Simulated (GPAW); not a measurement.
# GaP (F-43m): G0W0 with GPAW, start to end

Wanted: ground state, empty states, screening and self-energy for GaP (F-43m).

Method: LDA and many-body steps on it, plane waves, in GPAW 26.7.0.

**What was measured.**

- Gap 2.25 ± 0.04 eV: optical gap from Tauc plot (fundamental, indirect); spectroscopic ellipsometry, Tauc-Lorentz fit and Tauc plot; 300 K; film (GaP layer on Si reference sample) on Si (“Assessment of GaPSb/Si tandem material association properties for photoelectrochemical cells”, 2020, arxiv:2002.02774).

Report form: the programs' logs are mostly left out.

## 1. Starting point

The structure is cubic, space group F-43m (No. 216). The conventional cell has a = 5.450 Å, b = 5.450 Å, c = 5.450 Å, α = 90.00°, β = 90.00°, γ = 90.00°. Ga has 4 P at 2.36 Å nearest. Nearest to P lie 4 Ga at 2.36 Å. Farther neighbours are not listed.

Structure file:

```
Ga P
1.0
     0.00000    2.72525    2.72525
     2.72525    0.00000    2.72525
     2.72525    2.72525    0.00000
Ga P
1 1
Direct
  0.00000 0.00000 0.00000
  0.25000 0.25000 0.25000
```

The cell and positions come from the Crystallography Open Database and are kept as given unless a step says otherwise.

## 2. Ground state

This step: GPAW 26.7.0; DFT, LDA, plane waves, PAW.

The ground-state density comes first.

File run.py:

```python
import json
import numpy as np
from gpaw.mpi import world
from ase import Atoms
from gpaw import GPAW, PW, FermiDirac

atoms = Atoms(['Ga', 'P'],
    cell=[[0.0000000000, 2.7252500000, 2.7252500000],
      [2.7252500000, 0.0000000000, 2.7252500000],
      [2.7252500000, 2.7252500000, 0.0000000000]],
    scaled_positions=[[0.0000000000, 0.0000000000, 0.0000000000],
      [0.2500000000, 0.2500000000, 0.2500000000]],
    pbc=(True, True, True))
calc = GPAW(mode=PW(450),
    xc='LDA',
    kpts={'size': (8, 8, 8), 'gamma': True},
    occupations=FermiDirac(0.001),
    nbands=-7,
    convergence={'density': 1e-6, 'bands': -3},
    maxiter=100,
    txt='gs.txt')
atoms.calc = calc
res = {'energy': atoms.get_potential_energy()}
kpts = calc.get_ibz_k_points()
res['kpts'] = kpts
res['eigenvalues'] = [calc.get_eigenvalues(kpt=k) for k in range(len(kpts))]
res['n_electrons'] = calc.get_number_of_electrons()
calc.write('gs.gpw')

if world.rank == 0:
    with open('result.json', 'w') as f:
        json.dump(res, f, default=lambda x: x.tolist())
```

Run with:

```console
mpirun -n 4 gpaw python run.py
```

It took 8.3 s on 4 MPI ranks of Intel Xeon Platinum 8259CL at 2.50GHz (Skylake/Cascade Lake), shared host; peak memory 0.6 GiB; 32 s of CPU time.

This step gave:

| Property | Result |
| --- | --- |
| total energy | -10.36 eV |
| gap | 1.514 eV |
| k of the valence top | 0, 0, 0 |
| k of the conduction bottom | 0.5, 0.5, 0 |
| least direct gap | 1.687 eV |

The gap is indirect, with the least direct gap 0.17 eV higher.

## 3. Bands along the symmetry lines

Levels along a band path, at the cheap level, show where the edges lie and whether the meshes to come will hold them.

File run.py:

```python
import json
import numpy as np
from gpaw.mpi import world
from gpaw import GPAW

path = [[0.000000, 0.000000, 0.000000],
    [-0.062500, -0.062500, 0.000000],
    [-0.125000, -0.125000, 0.000000],
    [-0.187500, -0.187500, 0.000000],
    [-0.250000, -0.250000, 0.000000],
    [-0.312500, -0.312500, 0.000000],
    [-0.375000, -0.375000, 0.000000],
    [-0.437500, -0.437500, 0.000000],
    [-0.500000, -0.500000, 0.000000],
    [-0.484375, -0.484375, 0.031250],
    [-0.468750, -0.468750, 0.062500],
    [-0.453125, -0.453125, 0.093750],
    [-0.437500, -0.437500, 0.125000],
    [-0.421875, -0.421875, 0.156250],
    [-0.406250, -0.406250, 0.187500],
    [-0.390625, -0.390625, 0.218750],
    [-0.375000, -0.375000, 0.250000],
    [-0.375000, 0.000000, 0.375000],
    [-0.328125, 0.000000, 0.328125],
    [-0.281250, 0.000000, 0.281250],
    [-0.234375, 0.000000, 0.234375],
    [-0.187500, 0.000000, 0.187500],
    [-0.140625, 0.000000, 0.140625],
    [-0.093750, 0.000000, 0.093750],
    [-0.046875, 0.000000, 0.046875],
    [0.000000, 0.000000, 0.000000],
    [0.000000, 0.000000, 0.062500],
    [0.000000, 0.000000, 0.125000],
    [0.000000, 0.000000, 0.187500],
    [0.000000, 0.000000, 0.250000],
    [0.000000, 0.000000, 0.312500],
    [0.000000, 0.000000, 0.375000],
    [0.000000, 0.000000, 0.437500],
    [-0.000000, -0.000000, 0.500000],
    [-0.062500, -0.031250, 0.468750],
    [-0.125000, -0.062500, 0.437500],
    [-0.187500, -0.093750, 0.406250],
    [-0.250000, -0.125000, 0.375000],
    [-0.312500, -0.156250, 0.343750],
    [-0.375000, -0.187500, 0.312500],
    [-0.437500, -0.218750, 0.281250],
    [-0.500000, -0.250000, 0.250000],
    [-0.500000, -0.281250, 0.218750],
    [-0.500000, -0.312500, 0.187500],
    [-0.500000, -0.343750, 0.156250],
    [-0.500000, -0.375000, 0.125000],
    [-0.500000, -0.406250, 0.093750],
    [-0.500000, -0.437500, 0.062500],
    [-0.500000, -0.468750, 0.031250],
    [-0.500000, -0.500000, 0.000000]]
calc = GPAW('gs.gpw').fixed_density(kpts=path,
    symmetry='off',
    nbands=14,
    convergence={'bands': 10},
    txt='bands.txt')
res = {}
kpts = calc.get_ibz_k_points()
res['kpts'] = kpts
res['eigenvalues'] = [calc.get_eigenvalues(kpt=k) for k in range(len(kpts))]
res['n_electrons'] = calc.get_number_of_electrons()

if world.rank == 0:
    with open('result.json', 'w') as f:
        json.dump(res, f, default=lambda x: x.tolist())
```

Run with:

```console
mpirun -n 4 gpaw python run.py
```

Wall time 9.5 s (4 MPI ranks); peak memory 0.63 GiB.

Numbers from this step:

- gap: 1.464 eV
- k of the valence top: 0, 0, 0
- k of the conduction bottom: -0.4375, -0.4375, 0
- least direct gap: 1.687 eV

The gap is 1.464 eV, −0.050 eV from the run before at this level.

The electronic bands at the labelled points (eV, zero at the top of the highest filled band; v1 is the highest filled band, c1 the lowest empty one):

| point | v4 | v3 | v2 | v1 | c1 | c2 | c3 | c4 |
| --- | --- | --- | --- | --- | --- | --- | --- | --- |
| Γ | -12.49 | 0.00 | 0.00 | 0.00 | 1.69 | 3.83 | 3.83 | 3.83 |
| halfway | -11.51 | -3.75 | -1.70 | -1.70 | 2.08 | 3.62 | 6.70 | 6.70 |
| X | -9.64 | -6.82 | -2.69 | -2.69 | 1.51 | 1.71 | 10.49 | 10.49 |
| halfway | -9.63 | -6.76 | -3.27 | -2.58 | 1.72 | 2.66 | 9.42 | 9.61 |
| U | -9.69 | -6.59 | -3.98 | -2.26 | 2.07 | 4.73 | 8.16 | 8.20 |
| jump to K | -9.69 | -6.59 | -3.98 | -2.26 | 2.07 | 4.73 | 8.16 | 8.20 |
| halfway | -11.42 | -4.31 | -2.49 | -0.67 | 3.22 | 4.90 | 4.96 | 5.77 |
| Γ | -12.49 | 0.00 | 0.00 | 0.00 | 1.69 | 3.83 | 3.83 | 3.83 |
| halfway | -11.76 | -3.94 | -0.67 | -0.67 | 2.05 | 4.70 | 4.70 | 6.24 |
| L | -10.54 | -6.68 | -1.12 | -1.12 | 1.56 | 4.67 | 4.67 | 8.10 |
| halfway | -10.14 | -6.47 | -3.24 | -1.95 | 3.39 | 4.21 | 6.41 | 7.82 |
| W | -9.57 | -6.59 | -3.63 | -3.45 | 4.63 | 4.83 | 6.02 | 6.04 |
| halfway | -9.61 | -6.71 | -3.20 | -3.11 | 2.66 | 2.86 | 8.41 | 8.51 |
| X | -9.64 | -6.82 | -2.69 | -2.69 | 1.51 | 1.71 | 10.49 | 10.49 |

## 4. Empty states on the mesh, 6×6×6 mesh, 222 bands

The sums over transitions need many empty states on a uniform mesh; this step solves for them.

File run.py:

```python
import json
import numpy as np
from gpaw.mpi import world
from gpaw import GPAW

calc = GPAW('gs.gpw').fixed_density(kpts={'size': (6, 6, 6), 'gamma': True},
    parallel={'domain': 1, 'band': 1},
    txt='nscf.txt')
calc.diagonalize_full_hamiltonian(nbands=222)
calc.write('full.gpw', mode='all')
res = {}
kpts = calc.get_ibz_k_points()
res['kpts'] = kpts
res['eigenvalues'] = [calc.get_eigenvalues(kpt=k) for k in range(len(kpts))]
res['n_electrons'] = calc.get_number_of_electrons()

if world.rank == 0:
    with open('result.json', 'w') as f:
        json.dump(res, f, default=lambda x: x.tolist())
```

Run with:

```console
mpirun -n 4 gpaw python run.py
```

Run time: 11 s. Hardware: 4 MPI ranks; peak memory 0.98 GiB.

This step gave:

- gap: 1.514 eV
- k of the valence top: 0, 0, 0
- k of the conduction bottom: 0.5, 0.5, 0
- least direct gap: 1.687 eV
- k points computed: 16
- lowest point of the top converged band, above the valence top: 164.0906 eV

On this mesh the gap is 1.514 eV.

## 5. Screening and self-energy, 6×6×6 mesh, 212 bands, screening to 175 eV

G0W0 replaces the xc potential by the self-energy, built once from these orbitals. Only a window of levels is corrected, while the sums run over the empty bands that the input names.

This step: G0W0 on LDA, plane waves, PAW.

File run.py:

```python
import json
import numpy as np
from gpaw.mpi import world
from gpaw.response.g0w0 import G0W0

gw = G0W0('full.gpw',
    filename='gw',
    kpts=[0, 12],
    bands=(2, 6),
    ecut=175,
    nbands=212,
    integrate_gamma='WS',
    ppa=True)
gw.calculate()
res = {mode: {k: v for k, v in r.items() if k != 'sigma_eskwn'}
       for mode, r in gw.all_results.items()}

if world.rank == 0:
    with open('result.json', 'w') as f:
        json.dump(res, f, default=lambda x: x.tolist())
```

Run with:

```console
mpirun -n 4 gpaw python run.py
```

Run time: 5.8 min. Hardware: 4 MPI ranks; peak memory 1.1 GiB.

This step gave:

```
G0W0 gap on the points computed              : 2.204 eV
least direct G0W0 gap on the computed points : 2.914 eV
Z at the valence top                         : 0.7744
Z at the conduction bottom                   : 0.8010
starting gap on the mesh                     : 1.514 eV
k of the valence top                         : 0, 0, 0
k of the conduction bottom                   : 0.5, 0.5, 0
```

The gap on the mesh goes from 1.51 eV to 2.20 eV, a correction of +0.69 eV.

Limits: finite bands, cutoff and mesh; no spin-orbit coupling. v1 is the top filled band, c1 the lowest empty one. Levels before and after the correction, in eV, zero at the valence-band top of each column:

|  | conduction bottom | valence top |
| --- | --- | --- |
| Kohn-Sham | 1.51 | 0.00 |
| G0W0 | 2.20 | 0.00 |

|  | level | energy (eV) |
| --- | --- | --- |
| Kohn-Sham | Γ v2-v1 | 0.000 |
| Kohn-Sham | Γ c1 | 1.687 |
| Kohn-Sham | Γ c2 | 3.835 |
| Kohn-Sham | (0.5 0.5 0) v2-v1 | -2.690 |
| Kohn-Sham | (0.5 0.5 0) c1 | 1.514 |
| Kohn-Sham | (0.5 0.5 0) c2 | 1.711 |
| G0W0 | Γ v2-v1 | 0.000 |
| G0W0 | Γ c1 | 2.914 |
| G0W0 | Γ c2 | 4.871 |
| G0W0 | (0.5 0.5 0) v2-v1 | -2.726 |
| G0W0 | (0.5 0.5 0) c1 | 2.204 |
| G0W0 | (0.5 0.5 0) c2 | 2.591 |

## 6. Where the time went

Times are wall times on 4 MPI ranks of Intel Xeon Platinum 8259CL at 2.50GHz (Skylake/Cascade Lake), shared host, good to a factor of about two.

| step | time | share | memory (GiB) |
| --- | --- | --- | --- |
| ground state | 8.3 s | 2 % | 0.6 |
| bands along the symmetry lines | 9.5 s | 3 % | 0.63 |
| empty states on the mesh | 11 s | 3 % | 0.98 |
| screening and self-energy | 5.8 min | 92 % | 1.1 |

## 7. Outcome

| Quantity | Value |
| --- | --- |
| LDA gap | 1.46 eV, indirect |
| G0W0 gap on the mesh | 2.20 eV |
| G0W0 gap over the zone (rigid shift) | 2.15 eV |
| GW settings | 6×6×6 mesh, 212 bands, screening to 175 eV, Godby-Needs plasmon pole |
| known limits | not at the basis limit; no spin-orbit coupling |

What this shows: G0W0 moves the gap on the mesh from 1.51 eV to 2.20 eV (+0.69 eV), with Z of 0.77 and 0.80 at the edges. The mesh misses the band edges by 0.05 eV in all; a rigid shift gives 2.15 eV for the zone. Only 2 of the mesh's irreducible points were corrected, so a valley elsewhere could overtake. The dearest step here is «screening and self-energy». Against experiment, by G0W0@LDA: the gap of 2.15 eV lies −0.10 eV from the measured 2.25 ± 0.04 eV (indirect, 300 K, on Si, 2020). The calculation has static nuclei and no excitons; a measured gap holds zero-point and thermal motion, which mostly lowers it. Bands and cutoff are finite, so the gap is not at the basis limit. The miss can reach some tenths of an eV and take either sign; the mesh is an error of its own. These stock PAW sets were not made for GW; the filled d or f shell of Ga lies in the frozen core, which bears on start and correction. In the G0W0 run levels were corrected at 2 k points alone, so a gap called «on the mesh» is the least over those, and an edge elsewhere would be missed. The many-body steps are scalar-relativistic: spin-orbit coupling is not in them.

[Paths, hosts, dates, memory and timing lines, banners, echoed tables and standing remarks are left out of the program output.]

[Logs are printed without paths, hosts, clocks, repeated set-up lines and the standing remarks that a program may print on its own settings, such as how far it seeks lower states.]

[Runs of the session that timed out or met a known fault of the program may be left out.]

[Hosts, paths, dates, database ids (printed as entryN), source tags and the programs' standing remarks are cut or masked in the printed files.]
